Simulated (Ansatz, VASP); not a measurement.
# SiC: VASP beside Ansatz

```
Si C
1.0
     0.00000    2.17840    2.17840
     2.17840    0.00000    2.17840
     2.17840    2.17840    0.00000
Si C
1 1
Direct
  0.25000 0.25000 0.25000
  0.00000 0.00000 0.00000
```

Alike in both runs: task single point; functional PBEsol; k mesh 10 × 10 × 10; occupations gaussian, width 0.02 eV; no spin polarisation.

```csv
,VASP,Ansatz
version,VASP 6.6.1,Ansatz 0.2.0
potentials or method,"VASP PAW PBE potentials, release 64 (Si, C)","scalar-relativistic, plane waves, PAW"
plane-wave cutoff (eV),520,420
valence electrons in the cell,8,8
```

VASP gave:

```
gap on the k mesh at the Fermi level (eV) : 1.23
least direct gap on the mesh (eV)         : 4.44
pressure (GPa)                            : 0.4
```

Question: Which values does Ansatz return?

Answer: gap on the k mesh at the Fermi level (eV): 1.24; least direct gap on the mesh (eV): 4.45; pressure (GPa): 0.0.

With one functional, cell and mesh, what is left measures potentials, basis and numerics.

Caveats: the PAW data sets were made with another functional, which shifts forces and pressure a little (VASP). Expect the measured gap to be larger: semilocal functionals such as PBEsol lack the derivative discontinuity. A k mesh can miss the band edges.
